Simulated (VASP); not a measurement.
## BP: phonons with PBE

Crystal: BP.

```
B P
1.0
     0.00000    2.27313    2.27313
     2.27313    0.00000    2.27313
     2.27313    2.27313    0.00000
B P
1 1
Direct
  0.00000 0.00000 0.00000
  0.25000 0.25000 0.25000
```

```json
{
 "Program": "VASP 6.6.1",
 "Task": "phonons",
 "Functional": "PBE",
 "Potentials or basis": "VASP PAW PBE potentials, release 64 (B, P)",
 "Cutoff": "600 eV",
 "k mesh": "10 × 10 × 10",
 "Occupations": "gaussian, width 0.03 eV",
 "Spin": "no spin polarisation",
 "By perturbation theory": "no",
 "Further INCAR settings": "ALGO = Normal; EDIFF = 1e-08; IBRION = 6; POTIM = 0.015; NSW = 1"
}
```

```yaml
Highest_phonon_frequency_at_Γ_LO-TO_splitting_left_out: 800 cm⁻¹
```

Phonon frequencies in cm⁻¹ (negative: imaginary):
| q point | frequencies |
| --- | --- |
| (0.000, 0.000, 0.000) | 0 0 0 800 800 800 |

Run time: 70 s on 1 thread of Intel(R) Xeon(R) Platinum 8488C (Sapphire Rapids), on a shared host, peak memory 0.21 GiB.
